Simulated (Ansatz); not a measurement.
**La2O3: the band gap up the ladder of functionals**

The task here is to estimate one member of a computed series from the others.

The runs shown are made with Ansatz 0.2.0. PAW datasets, plane waves. No spin polarisation and no zero-point or thermal motion; the cell was built from a prototype and may be hypothetical.

## Starting point

The cell was relaxed beforehand with r2SCAN.

The symmetry is R-3c (No. 167, trigonal); a = 6.251 Å, c = 15.628 Å in the conventional setting, 17.63 Å³ an atom. Around La lie 6 O at 2.40–2.51 Å; around O lie 4 La at 2.40–2.51 Å.

Structure file:

Space group R-3c:H (No. 167). a = 6.251 Å, b = 6.251 Å, c = 15.628 Å, α = 90.00°, β = 90.00°, γ = 120.00°
```
atom  site  symmetry       x       y       z
  La   12c        3.  0.0000  0.0000  0.3626
   O   18e        .2  0.7144  0.0000  0.2500
```

The first run:

Input file input.yaml:

```yaml
crystal:
  lattice:
    - [3.1252702203, 1.804375603, 5.2094948147]
    - [-3.1252702203, 1.804375603, 5.2094948147]
    - [0.0, -3.608751206, 5.2094948147]
  atoms:
    - { symbol: La, position: [0.8625870744, 0.8625870744, 0.8625870744] }
    - { symbol: La, position: [0.3625870744, 0.3625870744, 0.3625870744] }
    - { symbol: La, position: [0.1374129256, 0.1374129256, 0.1374129256] }
    - { symbol: La, position: [0.6374129256, 0.6374129256, 0.6374129256] }
    - { symbol: O, position: [0.4643660243, 0.0356339757, 0.75] }
    - { symbol: O, position: [0.0356339757, 0.75, 0.4643660243] }
    - { symbol: O, position: [0.5356339757, 0.9643660243, 0.25] }
    - { symbol: O, position: [0.25, 0.5356339757, 0.9643660243] }
    - { symbol: O, position: [0.9643660243, 0.25, 0.5356339757] }
    - { symbol: O, position: [0.75, 0.4643660243, 0.0356339757] }
kpoints:
  mp_grid: { grid: [6, 6, 6] }
  band_path:
    path:
      - [[0.0, 0.0, 0.0], [0.5, 0.5, 0.5], [0.753355172397, 0.246644827603, 0.5]]
      - [[0.5, -0.246644827603, 0.246644827603], [0.5, 3.392955110861e-17, 3.392955110861e-17], [0.0, 0.0, 0.0], [0.3733224138015, -0.3733224138015, 2.301261544555e-17]]
      - [[0.6266775861985, 6.785910221722e-17, 0.3733224138015], [0.5, 6.785910221722e-17, 0.5], [0.0, 0.0, 0.0]]
    npoints: 10
hamiltonian:
  xc: pbe
scf:
  occupations: { method: fermi_dirac, width: 0.02 }
  n_extra_bands: 6
output:
  forces: true
  stress: true
  eigenvalues: true
```

Run with:

```sh
ansatz run input.yaml --threads 2 --pin off --max-ram 20275MiB --backend cpu --events-out ev --progress --plain --runs-dir out
```

Steps of the session up to this table: PBE bands along the symmetry lines; r2SCAN at the same geometry; HSE06 at the same geometry; Single point with PBE+SOC; PBE0.

One table of the session follows, with a row left open; its other results are not shown here.

| level | gap (eV) |
| --- | --- |
| PBE | 3.78 |
| r2SCAN | 4.22 |
| HSE06 | ? |
| PBE+SOC | 3.76 |
| PBE0 | 5.88 |

Q: Estimate the row for HSE06 from the others.

As computed: gap (eV): 5.16. In the column «gap (eV)» it lies between r2SCAN (4.22) and PBE0 (5.88).

Meshes: PBE 6×6×6, r2SCAN 6×6×6, HSE06 4×4×4, PBE+SOC 6×6×6, PBE0 4×4×4

PBE+SOC gives the least gap, 3.76 eV, and PBE0 the largest, 5.88 eV. PBE reaches 73 % of the HSE06 value, and r2SCAN 82 %. PBE0 lies 0.72 eV above HSE06, which differs from it by screening the long-range exchange.

Caveats from the session: Warnings in the runs' records: stress scf threshold loose, stress exchange threshold loose.
